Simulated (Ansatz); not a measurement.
# Si: the cost of one run

Method: DFT PBEsol, frozen-core PAW, scalar-relativistic unless said, in Ansatz 0.2.0.

1 further run of the same task is left out (set aside as unsound or not needed).

## 1. The structure to begin with

Symmetry: P6_3/mmc, No. 194, hexagonal system. Conventional cell: a = 3.831 Å, b = 3.831 Å, c = 6.333 Å, α = 90.00°, β = 90.00°, γ = 120.00°. Si (site symmetry 3m) has 4 Si at 2.35 to 2.37 Å as nearest neighbours.

Coordinates:

```cif
data_structure
_symmetry_space_group_name_H-M 'P6_3/mmc'
_symmetry_Int_Tables_number 194
_cell_length_a 3.8313
_cell_length_b 3.8313
_cell_length_c 6.3326
_cell_angle_alpha 90.000
_cell_angle_beta 90.000
_cell_angle_gamma 120.000
_cell_volume 80.50
loop_
_atom_site_label
_atom_site_type_symbol
_atom_site_symmetry_multiplicity
_atom_site_Wyckoff_symbol
_atom_site_fract_x
_atom_site_fract_y
_atom_site_fract_z
_atom_site_occupancy
Si1 Si 4 f 0.33333 0.66667 0.06301 1
```

Cartesian axes are those of the input's lattice vectors. The structure goes back to a database entry.

## 2. Cell and atoms relaxed, PAW

File input.yaml:

```yaml
crystal:
  lattice:
    - [3.83131746053, 0.0, 0.0]
    - [-1.91565873027, 3.31801825078, 0.0]
    - [0.0, 0.0, 6.3326220002]
  atoms:
    - { symbol: Si, position: [0.333333333333, 0.666666666667, 0.0630095] }
    - { symbol: Si, position: [0.666666666667, 0.333333333333, 0.5630095] }
    - { symbol: Si, position: [0.333333333333, 0.666666666667, 0.4369905] }
    - { symbol: Si, position: [0.666666666667, 0.333333333333, 0.9369905] }
kpoints:
  mp_grid: { grid: [10, 10, 6] }
scf:
  occupations: { method: fermi_dirac, width: 0.1 }
hamiltonian:
  xc: pbesol
  pseudopotentials: { kind: paw }
relax:
  f_tol: 0.002
  max_steps: 80
  cell: {}
output:
  forces: true
  stress: true
```

The run is started by

```sh
> ansatz run input.yaml --threads 1 --pin off --max-ram 3072MiB --backend cpu --events-out ev --progress --plain --runs-dir out
```

**Question.** How long does this run take on 1 thread of Intel Xeon Platinum 8259CL at 2.50GHz (Skylake/Cascade Lake), shared host, and how much memory does it need?

About 12 s, with a peak of 0.42 GiB.
